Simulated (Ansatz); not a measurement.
# EuS: the cost of one run

Computed with Ansatz 0.2.0 (DFT PBE+U (U = 4 eV, J = 0.7 eV on Eu f), plane waves, PAW, no spin–orbit coupling unless a run says so, unless a step's input says otherwise).

## 1. The starting structure

The structure is cubic, space group Fm-3m (No. 225). The conventional cell has a = 5.957 Å, b = 5.957 Å, c = 5.957 Å, α = 90.00°, β = 90.00°, γ = 90.00°. Eu (site symmetry m-3m) is surrounded by 6 S at 2.98 Å. S (site symmetry m-3m) has 6 Eu at 2.98 Å as nearest neighbours.

Coordinates:

```xyz
4
Lattice="0.0000 2.9785 2.9785 5.9570 2.9785 2.9785 5.9570 5.9570 0.0000" Properties=species:S:1:pos:R:3 pbc="T T T"
Eu    2.9785    2.9785    2.9785
S     0.0000    0.0000    0.0000
Eu    5.9570    5.9570    2.9785
S     2.9785    2.9785    0.0000
```

Magnetic order typed: antiferromagnetic, doubled cell 0 1/2 1/2.

An earlier series on this cell reached its lowest free state from «from atoms, symmetry kept, no search», perhaps among other starts.

## 2. From atoms, default search

File input.yaml:

```yaml
crystal:
  lattice:
    - [0.0, 2.97850187, 2.97850187]
    - [5.95700374, 2.97850187, 2.97850187]
    - [5.95700374, 5.95700374, 0.0]
  atoms:
    - { symbol: Eu, position: [0.5, 0.5, 0.0], spin: 7.0 }
    - { symbol: S, position: [0.0, 0.0, 0.0] }
    - { symbol: Eu, position: [0.5, 0.5, 0.5], spin: -7.0 }
    - { symbol: S, position: [0.0, 0.0, 0.5] }
basis:
  ecutwfc: 420
  ecutrho_ratio: 4
kpoints:
  mp_grid: { grid: [6, 6, 6] }
hamiltonian:
  xc: pbe
  hubbard:
    sites:
      - { site: 0, l: f, u: 4.0, j: 0.7 }
      - { site: 2, l: f, u: 4.0, j: 0.7 }
scf:
  occupations: { method: gaussian, width: 0.05 }
output:
  forces: true
  stress: true
  eigenvalues: true
  populations: true
  hubbard: { sites: [{ site: 0, l: f }, { site: 2, l: f }] }
  write_density: true
  write_potential: true
  elf: true
  volumetric_format: npy
magnetization:
  spin_polarized: true
```

Command:

```console
$ ansatz run input.yaml --threads 4 --pin off --max-ram 6144MiB --backend cpu --events-out ev --progress --plain --runs-dir out
```

Q: Estimate wall time and peak memory on 4 threads of Arm Neoverse V1, shared host.

About 6.7 s, with a peak of 0.68 GiB.
